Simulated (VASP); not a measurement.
**SiO2 (Quartz): zone-centre modes, functional by functional**

How much do the zone-centre frequencies of SiO2 (Quartz) depend on the functional? The starting structure is a measured crystal structure from the Crystallography Open Database.

Method: Kohn-Sham DFT with plane waves and PAW; LDA, PBEsol, PBE, PBEsol + D3(BJ) and r2SCAN, in VASP 6.6.1.

## Step 1: Starting point

It takes space group P3_121 (No. 152, trigonal). The conventional cell has a = 4.916 Å, b = 4.916 Å, c = 5.409 Å, α = 90.00°, β = 90.00°, γ = 120.00°. Si has 4 O at 1.61 Å nearest. O has 2 Si at 1.61 Å nearest. Farther neighbours and most contacts between anions are not listed.

As a file:

```cif
data_structure
_symmetry_space_group_name_H-M 'P 1'
_symmetry_Int_Tables_number 1
_cell_length_a 4.9158
_cell_length_b 4.9158
_cell_length_c 5.4091
_cell_angle_alpha 90.000
_cell_angle_beta 90.000
_cell_angle_gamma 120.000
_cell_volume 113.20
loop_
_atom_site_label
_atom_site_type_symbol
_atom_site_fract_x
_atom_site_fract_y
_atom_site_fract_z
_atom_site_occupancy
Si1 Si 0.46970 0.46970 0.00000 1
Si2 Si 0.00000 0.53030 0.66667 1
Si3 Si 0.53030 0.00000 0.33333 1
O4 O 0.85380 0.26800 0.45233 1
O5 O 0.73200 0.58580 0.78567 1
O6 O 0.41420 0.14620 0.11900 1
O7 O 0.26800 0.85380 0.54767 1
O8 O 0.58580 0.73200 0.21433 1
O9 O 0.14620 0.41420 0.88100 1
```

## Step 2: Modes with LDA

LDA, the lowest rung, knows the local density alone. The cell comes from a relaxation at this level, not shown (110.54 Å³).

The input, INCAR:

```
SYSTEM = SiO2
PREC = Accurate
ENCUT = 520
EDIFF = 1E-08
NELM = 100
ISMEAR = 0
SIGMA = 0.03
LREAL = .FALSE.
ALGO = Normal
GGA = CA
NBANDS = 33
LORBIT = 11
LWAVE = .FALSE.
LCHARG = .FALSE.
KPAR = 16
IBRION = 6
NFREE = 2
POTIM = 0.015
NSW = 1
ISIF = 2
```

The input, POSCAR:

```
SiO2
1.0
    4.8731983454      0.0000000000      0.0000000000
   -2.4365991727      4.2203135648      0.0000000000
    0.0000000000      0.0000000000      5.3745426318
Si O
3 6
Direct
    0.4646546499      0.4646546499      0.0000000000
    0.0000000000      0.5353453501      0.6666666667
    0.5353453501      0.0000000000      0.3333333333
    0.8645277142      0.2760564768      0.4458099069
    0.7239435232      0.5884712373      0.7791432403
    0.4115287627      0.1354722858      0.1124765736
    0.2760564768      0.8645277142      0.5541900931
    0.5884712373      0.7239435232      0.2208567597
    0.1354722858      0.4115287627      0.8875234264
```

The input, KPOINTS:

```
Automatic mesh
0
Gamma
6 6 4
0 0 0
```

PAW data sets: Si and O (LDA family, release 64).

On the command line:

```bash
mpirun -np 16 vasp_std
```

Log:

```text
[banner, memory and clock lines left out]
running   16 mpi-ranks, on    1 nodes
 distrk:  each k-point on    1 cores,   16 groups
 distr:  one band on    1 cores,    1 groups

 POSCAR found type information on POSCAR SiO
 POSCAR found :  2 types and       9 ions
|                                                                             |
|           W    W    AA    RRRRR   N    N  II  N    N   GGGG   !!!           |
|           W    W   A  A   R    R  NN   N  II  NN   N  G    G  !!!           |
|           W    W  A    A  R    R  N N  N  II  N N  N  G       !!!           |
|           W WW W  AAAAAA  RRRRR   N  N N  II  N  N N  G  GGG   !            |
|           WW  WW  A    A  R   R   N   NN  II  N   NN  G    G                |
|           W    W  A    A  R    R  N    N  II  N    N   GGGG   !!!           |
|                                                                             |
|     For optimal performance we recommend to set                             |
|       NCORE = 2 up to number-of-cores-per-socket                            |
|     NCORE specifies how many cores store one orbital (NPAR=cpu/NCORE).      |
|     This setting can greatly improve the performance of VASP for DFT.       |
|     The default, NCORE=1 might be grossly inefficient on modern             |
|     multi-core architectures or massively parallel machines. Do your        |
|     Unfortunately you need to use the default for GW and RPA                |
|     calculations (for HF NCORE is supported but not extensively tested      |
|     yet).                                                                   |
|                                                                             |

 LDA part: xc-table for (Slater(with rela. corr.)+CA(PZ))
 , standard interpolation
 POSCAR, INCAR and KPOINTS ok, starting setup
 FFT: planning ... GRIDC
 FFT: planning ... GRID_SOFT
 FFT: planning ... GRID
 WAVECAR not read
 entering main loop
       N       E                     dE             d eps       ncg     rms          rms(c)
DAV:   1     0.264275730631E+03    0.26428E+03   -0.25482E+04  1584   0.135E+03
DAV:   2    -0.701775623332E+02   -0.33445E+03   -0.32281E+03  2037   0.307E+02
DAV:   3    -0.875392748814E+02   -0.17362E+02   -0.17283E+02  1983   0.743E+01
DAV:   4    -0.877344054351E+02   -0.19513E+00   -0.19493E+00  1951   0.878E+00
DAV:   5    -0.877375275164E+02   -0.31221E-02   -0.31210E-02  1984   0.108E+00    0.259E+01
DAV:   6    -0.781507046212E+02    0.95868E+01   -0.36643E+01  1865   0.322E+01    0.129E+01
DAV:   7    -0.780058476121E+02    0.14486E+00   -0.10143E+00  1960   0.502E+00    0.453E+00
DAV:   8    -0.779219027880E+02    0.83945E-01   -0.53914E-02  1936   0.167E+00    0.166E+00
DAV:   9    -0.779087181798E+02    0.13185E-01   -0.16713E-02  1976   0.931E-01    0.266E-01
DAV:  10    -0.779090677681E+02   -0.34959E-03   -0.18894E-03  1944   0.246E-01    0.941E-02
DAV:  11    -0.779090025099E+02    0.65258E-04   -0.51916E-04  2000   0.135E-01    0.215E-02
DAV:  12    -0.779090020241E+02    0.48579E-06   -0.12617E-05  1976   0.214E-02    0.635E-03
DAV:  13    -0.779090021120E+02   -0.87857E-07   -0.21288E-06  1992   0.815E-03    0.178E-03
DAV:  14    -0.779090021592E+02   -0.47234E-07   -0.65603E-08  1968   0.155E-03    0.835E-04
DAV:  15    -0.779090021646E+02   -0.53569E-08   -0.20501E-08  1400   0.768E-04
   1 F= -.77909002E+02 E0= -.77909002E+02  d E =-.156140E-17
[... from here on, the cycles between the ionic steps are left out ...]
   2 F= -.77903928E+02 E0= -.77903928E+02  d E =-.149027E-16
   3 F= -.77903775E+02 E0= -.77903775E+02  d E =-.745301E-18
   4 F= -.77903557E+02 E0= -.77903557E+02  d E =-.544561E-16
   5 F= -.77903557E+02 E0= -.77903557E+02  d E =-.112836E-17
   6 F= -.77907336E+02 E0= -.77907336E+02  d E =-.135036E-15
   7 F= -.77907289E+02 E0= -.77907289E+02  d E =-.185937E-19
   8 F= -.77905170E+02 E0= -.77905170E+02  d E =-.156501E-16
   9 F= -.77905168E+02 E0= -.77905168E+02  d E =-.167605E-18
  10 F= -.77906089E+02 E0= -.77906089E+02  d E =-.289461E-17
 Finite differences progress:
  Degree of freedom:   5/  5
  Displacement:        1/  2
  Total:               9/ 10
 bond charge predicted
       N       E                     dE             d eps       ncg     rms          rms(c)
DAV:   1    -0.779073480549E+02   -0.12588E-02   -0.33188E+00  5016   0.110E+01    0.600E-01
DAV:   2    -0.779075420663E+02   -0.19401E-03   -0.40642E-02  6384   0.127E+00    0.201E-01
DAV:   3    -0.779062513522E+02    0.12907E-02   -0.25497E-03  6384   0.402E-01    0.760E-02
DAV:   4    -0.779061812958E+02    0.70056E-04   -0.90548E-04  6384   0.184E-01    0.521E-02
DAV:   5    -0.779061794053E+02    0.18905E-05   -0.46785E-05  6224   0.452E-02    0.340E-02
DAV:   6    -0.779061780288E+02    0.13765E-05   -0.48942E-06  6384   0.160E-02    0.764E-03
DAV:   7    -0.779061773953E+02    0.63350E-06   -0.20168E-06  6104   0.112E-02    0.138E-03
DAV:   8    -0.779061774287E+02   -0.33417E-07   -0.44856E-07  6360   0.403E-03    0.150E-03
DAV:   9    -0.779061774254E+02    0.32933E-08   -0.96548E-09  4392   0.945E-04
  11 F= -.77906177E+02 E0= -.77906177E+02  d E =-.847349E-18
 Finite differences progress:
  Degree of freedom:   5/  5
  Displacement:        2/  2
  Total:              10/ 10
```

Run time: 3.2 min. Hardware: 16 MPI ranks of Intel Xeon Platinum 8488C (Sapphire Rapids), shared host; peak memory 7.7 GiB; 51 min of CPU time.

The logs omit lines about the potential files and the build; timing stands in the text.

(Continued in part 2 of 4.)

[Lines on the potential files, build, host, timing and source positions are cut from VASP's logs without a mark.]

[Logs are printed without paths, hosts, clocks, repeated set-up lines and the standing remarks that a program may print on its own settings, such as how far it seeks lower states.]

[Hosts, paths, dates, database ids (printed as entryN), source tags and the programs' standing remarks are cut or masked in the printed files.]
